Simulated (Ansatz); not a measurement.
# Mo: the cost of one run

Program: Ansatz 0.2.0. Level of theory: DFT PBE, scalar-relativistic, plane waves, PAW. These are calculated values, not measurements.

## (1) The system as given

Symmetry: I4/mmm, No. 139, tetragonal system. Conventional cell: a = 2.791 Å, b = 2.791 Å, c = 4.246 Å, α = 90.00°, β = 90.00°, γ = 90.00°. Mo (site symmetry 4/mmm) is surrounded by 12 Mo at 2.79 to 2.90 Å.

As a file:

```
CELL_PARAMETERS angstrom
-1.39542 1.39542 2.12293
1.39542 -1.39542 2.12293
1.39542 1.39542 -2.12293
ATOMIC_POSITIONS crystal
Mo 0.00000 0.00000 0.00000
```

This is candidate A: indium (bct) type (I4/mmm, No. 139).

(A quick probe on a coarse mesh, which set the mesh and smearing, is not shown.)

## (3) A loose first relaxation (candidate A)

input.yaml reads:

```yaml
crystal:
  lattice:
    - [-1.3954239134, 1.3954239134, 2.1229339179]
    - [1.3954239134, -1.3954239134, 2.1229339179]
    - [1.3954239134, 1.3954239134, -2.1229339179]
  atoms:
    - { symbol: Mo, position: [0.0, 0.0, 0.0] }
basis:
  ecutwfc: 420
kpoints:
  mp_grid: { grid: [8, 8, 8] }
hamiltonian:
  xc: pbe
scf:
  occupations: { method: gaussian, width: 0.1 }
  lower_state_search: "off"
output:
  forces: true
  stress: true
  eigenvalues: true
relax:
  adjacent_minimum: "off"
  f_tol: 0.04
  max_steps: 70
  cell: { stress_tol: 0.4 }
```

Q: Estimate wall time and peak memory on 1 thread of an x86-64 CPU, shared host.

About 4.5 s, with a peak of 0.34 GiB.
